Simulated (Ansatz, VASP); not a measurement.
# SiB5P5C: VASP beside Ansatz

Aim: how closely do two programs agree when they are given the same cell, functional and k mesh? The cell is taken from a series of runs on this material, whose earlier steps may have relaxed, scaled, displaced or heated it; both programs get it as it stands.

Calculated with Ansatz 0.2.0; plane waves, with VASP 6.6.1 beside it; single point at HSE06.

## (1) Starting point

The cell holds 12 atoms: 5 B, 5 P, 1 Si and 1 C. Cell: a = 3.183 Å, b = 4.522 Å, c = 9.562 Å, α = 90.0°, β = 90.0°, γ = 90.0°. It derives from BP. The structure's axis is c.

## (2) VASP: single point, HSE06

With cell and atoms fixed, the geometry can't cause a difference; cores, projectors, grids and the points listed under the comparison can.

Lines of VASP's logs that name or quote its potential files are left out, and so is its time.

The run reads the wave functions of an earlier VASP run, which isn't shown here.

Contents of INCAR:

```
SYSTEM = SiB5P5C
PREC = Accurate
ENCUT = 520
EDIFF = 1E-06
NELM = 100
ISMEAR = 0
SIGMA = 0.01
LREAL = .FALSE.
ALGO = Normal
LHFCALC = .TRUE.
AEXX = 0.25
GGA = PE
HFSCREEN = 0.208
LASPH = .TRUE.
NBANDS = 36
PRECFOCK = Fast
LORBIT = 11
LWAVE = .FALSE.
LCHARG = .FALSE.
KPAR = 4
NCORE = 2
ISIF = 2
```

Contents of POSCAR:

```
SiB5P5C
1.0
    3.1829956734      0.0000000000      0.0000000000
    0.0000000000      4.5217385186     -0.0000102242
    0.0000000000     -0.0000222828      9.5621316192
B P Si C
5 5 1 1
Direct
    0.0000000000      0.9844210288      0.0676778026
    0.5000000000      0.4890321854      0.2521280509
    0.0000000000      0.9907563409      0.4166663968
    0.5000000000      0.4890334896      0.5812052292
    0.0000000000      0.9844223015      0.7656556285
    0.5000000000      0.2368995253      0.0886098141
    0.0000000000      0.7405999875      0.2459389857
    0.5000000000      0.2410956395      0.4166664879
    0.0000000000      0.7406020135      0.5873934486
    0.5000000000      0.2369020601      0.7447235272
    0.5000000000      0.5693225842      0.9166674528
    0.0000000000      0.7969128437      0.9166671756
```

Contents of KPOINTS:

```
Automatic mesh
0
Gamma
4 4 2
0 0 0
```

Potentials, in the order of the species: B, P, Si and C (PBE family, release 64).

On the command line:

```sh
$ mpirun -np 8 vasp_std
```

Numbers of over 12 decimals in the logs are rounded to 6 here.

What it wrote:

```text
[banner, memory and clock lines left out]
running    8 mpi-ranks, on    1 nodes
 distrk:  each k-point on    2 cores,    4 groups
 distr:  one band on    2 cores,    1 groups

 POSCAR found type information on POSCAR B P SiC
 POSCAR found :  4 types and      12 ions
 LDA part: xc-table for (Slater+PW92), standard interpolation
 found WAVECAR, reading the header
 POSCAR, INCAR and KPOINTS ok, starting setup
 FFT: planning ... GRIDC
 FFT: planning ... GRID_SOFT
 FFT: planning ... GRID
 reading WAVECAR
 the WAVECAR file was read successfully
 initial charge from wavefunction
 entering main loop
       N       E                     dE             d eps       ncg     rms          rms(c)
DAV:   1    -0.903354676383E+02   -0.90335E+02   -0.14049E+00  1324   0.600E+00    0.431E+00
DAV:   2    -0.903484328733E+02   -0.12965E-01   -0.50926E-02  1528   0.981E-01    0.297E+00
DAV:   3    -0.903463867612E+02    0.20461E-02   -0.17184E-03  1576   0.206E-01    0.174E+00
DAV:   4    -0.903455564373E+02    0.83032E-03   -0.40802E-04  1536   0.993E-02    0.985E-01
DAV:   5    -0.903452736483E+02    0.28279E-03   -0.85858E-05  1536   0.476E-02    0.555E-01
DAV:   6    -0.903451743868E+02    0.99262E-04   -0.29319E-05  1504   0.287E-02    0.311E-01
DAV:   7    -0.903451418076E+02    0.32579E-04   -0.11449E-05  1520   0.177E-02    0.174E-01
DAV:   8    -0.903451310895E+02    0.10718E-04   -0.31529E-06  1368   0.980E-03    0.988E-02
DAV:   9    -0.903451275807E+02    0.35088E-05   -0.12697E-06   868   0.632E-03    0.549E-02
DAV:  10    -0.903451265300E+02    0.10507E-05   -0.50669E-07   820   0.371E-03    0.304E-02
DAV:  11    -0.903451262510E+02    0.27902E-06   -0.16370E-07   820   0.208E-03
   1 F= -.90345126E+02 E0= -.90345126E+02  d E =-.287798E-23
```

From OUTCAR (step 2):

```text
ion  position               nearest neighbor table
   1  0.000  0.984  0.068-  12 1.67   6 1.97   6 1.97   7 2.03
   2  0.500  0.489  0.252-   8 1.93   6 1.94   7 1.96   7 1.96
   3  0.000  0.991  0.417-   8 1.95   8 1.95   7 1.99   9 1.99
   4  0.500  0.489  0.581-   8 1.93  10 1.94   9 1.96   9 1.96
   5  0.000  0.984  0.766-  12 1.67  10 1.97  10 1.97   9 2.03
   6  0.500  0.237  0.089-   2 1.94   1 1.97   1 1.97  11 2.23
   7  0.000  0.741  0.246-   2 1.96   2 1.96   3 1.99   1 2.03
   8  0.500  0.241  0.417-   4 1.93   2 1.93   3 1.95   3 1.95
   9  0.000  0.741  0.587-   4 1.96   4 1.96   3 1.99   5 2.03
  10  0.500  0.237  0.745-   4 1.94   5 1.97   5 1.97  11 2.23
  11  0.500  0.569  0.917-  12 1.90  12 1.90  10 2.23   6 2.23
  12  0.000  0.797  0.917-   1 1.67   5 1.67  11 1.90  11 1.90

  LATTYP: Found a simple orthorhombic cell.
 ALAT       =     3.1829956734
 B/A-ratio  =     1.4205921033
 C/A-ratio  =     3.0041296314

 Subroutine GETGRP returns: Found  4 space group operations
 (whereof  2 operations were pure point group operations)

The static configuration has the point symmetry C_1h.
 The point group associated with its full space group is C_2v.

 Found     18 irreducible k-points:

   k-points           NKPTS =     18   k-points in BZ     NKDIM =     32   number of bands    NBANDS=     36

   dimension x,y,z NGX =    24 NGY =   36 NGZ =   72
   dimension x,y,z NGXF=    48 NGYF=   72 NGZF=  144

   ENCUT  =  520.0 eV  38.22 Ry    6.18 a.u.   5.92  8.41 17.78*2*pi/ulx,y,z

   NELECT =      48.0000    total number of electrons

 k-points in reciprocal lattice and weights: Automatic mesh
   0.00000000  0.00000000  0.00000000       0.031
   0.25000000  0.00000000  0.00000000       0.062
   0.50000000  0.00000000  0.00000000       0.031
   0.00000000  0.25000000  0.00000000       0.062
   0.25000000  0.25000000  0.00000000       0.125
   0.50000000  0.25000000  0.00000000       0.062
   0.00000000  0.50000000  0.00000000       0.031
   0.25000000  0.50000000  0.00000000       0.062
   0.50000000  0.50000000  0.00000000       0.031
[...]
0.25000000  0.50000000  0.50000000       0.062
   0.50000000  0.50000000  0.50000000       0.031

  exchange ACFDT corr.  =         0.00000000  see jH, gK, PRB 81, 115126

 average (electrostatic) potential at core
       1 -21.7532       2 -21.4133       3 -21.5590       4 -21.4133       5 -21.7532
       6 -77.3755       7 -77.5283       8 -77.4283       9 -77.5283      10 -77.3755
      11 -78.1254      12 -42.6722

 E-fermi :   7.4190

 k-point     1 :       0.0000    0.0000    0.0000
  band No.  band energies     occupation
    ...
     20       6.2318      2.00000
     21       6.4609      2.00000
     22       7.1898      2.00000
     23       7.3470      2.00000
     24       7.3515      2.00000
     25       9.3677      0.00000
     26       9.5536      0.00000
     27      10.7228      0.00000
     28      10.9114      0.00000
     29      11.8243      0.00000
    ...

 k-point     2 :       0.2500    0.0000    0.0000
  band No.  band energies     occupation
    ...
     20       3.9138      2.00000
     21       4.0291      2.00000
     22       4.0939      2.00000
     23       5.0059      2.00000
     24       6.7815      2.00000
     25       9.8568      0.00000
     26       9.9056      0.00000
     27      10.2004      0.00000
     28      11.9120      0.00000
     29      12.0576      0.00000
    ...

 k-point     3 :       0.5000    0.0000    0.0000
  band No.  band energies     occupation
    ...
     20       2.6315      2.00000
     21       2.9156      2.00000
     22       3.0515      2.00000
     23       4.8342      2.00000
     24       5.5834      2.00000
     25       9.5655      0.00000
     26       9.8114      0.00000
     27      10.3363      0.00000
     28      10.4209      0.00000
     29      10.4925      0.00000
    ...

  Total        0.6626554     -0.5781873     -0.3137027      0.0000000      0.0000020      0.0000000
  in kB        7.7143992     -6.7310514     -3.6520158      0.0000000      0.0000237      0.0000000
  external PRESSURE =      -0.8895560 kB  Pullay stress =       0.0000000 kB

  energy-cutoff  :      520.00
  volume of cell :      137.62
      direct lattice vectors                 reciprocal lattice vectors
     3.182995673  0.000000000  0.000000000     0.314169450  0.000000000  0.000000000
     0.000000000  4.521738519 -0.000010224     0.000000000  0.221153876  0.000000515
     0.000000000 -0.000022283  9.562131619     0.000000000  0.000000236  0.104579192

 POSITION                                       TOTAL-FORCE (eV/Angst)
 -----------------------------------------------------------------------------------
      0.00000      4.45129      0.64713         0.000000      0.108017      0.067058
      1.59150      2.21127      2.41088         0.000000      0.010607     -0.002802
      0.00000      4.47993      3.98421         0.000000      0.053802     -0.000000
      1.59150      2.21127      5.55756         0.000000      0.010607      0.002802
      0.00000      4.45128      7.32129         0.000000      0.108017     -0.067058
      1.59150      1.07120      0.84730         0.000000      0.060361     -0.063606
      0.00000      3.34879      2.35169         0.000000     -0.076114      0.021822
      1.59150      1.09016      3.98422         0.000000     -0.010001      0.000000
      0.00000      3.34880      5.61673         0.000000     -0.076114     -0.021821
      1.59150      1.07119      7.12114         0.000000      0.060361      0.063606
      1.59150      2.57431      8.76529         0.000000     -0.038898      0.000000
      0.00000      3.60341      8.76528         0.000000     -0.210645      0.000000
 -----------------------------------------------------------------------------------
    total drift:                               -0.000001      0.000146      0.000074

  FREE ENERGIE OF THE ION-ELECTRON SYSTEM (eV)
  ---------------------------------------------------
  free  energy   TOTEN  =       -90.3451262510 eV

  energy  without entropy=      -90.3451262510  energy(sigma->0) =      -90.34512625

 total charge
# of ion       s       p       d       tot
------------------------------------------
    1        0.659   1.234   0.000   1.893
    2        0.673   1.308   0.000   1.981
    3        0.665   1.267   0.000   1.932
    4        0.673   1.308   0.000   1.981
    5        0.659   1.234   0.000   1.893
    6        0.997   1.630   0.000   2.627
    7        0.991   1.585   0.000   2.576
    8        0.990   1.616   0.000   2.606
    9        0.991   1.585   0.000   2.576
   10        0.997   1.630   0.000   2.627
   11        0.741   0.980   0.000   1.721
   12        0.827   1.651   0.000   2.478
--------------------------------------------------
tot          9.864  17.027   0.000  26.891

[... 3 further parts left out ...]
```

The run ends at a pressure of -0.09 GPa, with forces up to 0.21 eV/Å.

(Part 1 of 2 ends here.)

[Lines on the potential files, build, host, timing and source positions are cut from VASP's logs without a mark.]

[Logs are printed without paths, hosts, clocks, repeated set-up lines and the standing remarks that a program may print on its own settings, such as how far it seeks lower states.]

[Hosts, paths, dates, database ids (printed as entryN), source tags and the programs' standing remarks are cut or masked in the printed files.]
